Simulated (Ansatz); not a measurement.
# MgS under strain

The calculation used Ansatz, DFT PBEsol, scalar-relativistic, plane waves, PAW. Run with 420 eV cutoff, 6×6×4 k-mesh, Gaussian smearing of 0.02 eV, no spin polarisation.

The relaxed crystal:

```yaml
crystal:
  lattice:
    - [4.02879, 0.00000, 0.00000]
    - [-2.01440, 3.48904, 0.00000]
    - [0.00000, 0.00000, 6.41519]
  atoms:
    - { symbol: Mg, position: [0.66667, 0.33333, 0.49626] }
    - { symbol: Mg, position: [0.33333, 0.66667, 0.99626] }
    - { symbol: S, position: [0.33333, 0.66667, 0.37874] }
    - { symbol: S, position: [0.66667, 0.33333, 0.87874] }
```

Deformation: biaxial strain in the a-b plane, with the length and tilt of c and the atoms relaxed, all within the symmetry that the strain leaves. Energies are extrapolated to zero smearing. Gaps are Kohn–Sham gaps over the whole zone.

```csv
strain (%),ΔE (meV/atom),a (Å),b (Å),c (Å),gap (eV)
-4.5,26.6,3.848,3.848,6.708,3.34
-3.0,11.4,3.908,3.908,6.617,3.41
-1.5,2.7,3.968,3.968,6.521,3.45
+0.0,0.0,4.029,4.029,6.415,3.30
+1.5,2.6,4.089,4.089,6.302,3.12
+3.0,9.8,4.150,4.150,6.160,2.93
+4.5,19.6,4.210,4.210,5.902,2.75
```

(1) What stiffness (1/V) d²E/dε² at zero strain does a cubic fit over all points give?

(2) How does the free axis c answer a small strain?

(3) How fast does the gap move with strain on either side?

Results:

(1) A cubic fit gives (1/V) d²E/dε² = 162 GPa at zero strain (twice the biaxial modulus).

(2) Between the innermost points its strain is -1.14 times the applied one.

(3) -96 meV per percent on the compressed side and -123 meV per percent on the stretched side; it is direct at -1.5 %, direct at zero and direct at +1.5 %.

This wurtzite form isn't the usual stable structure of the compound.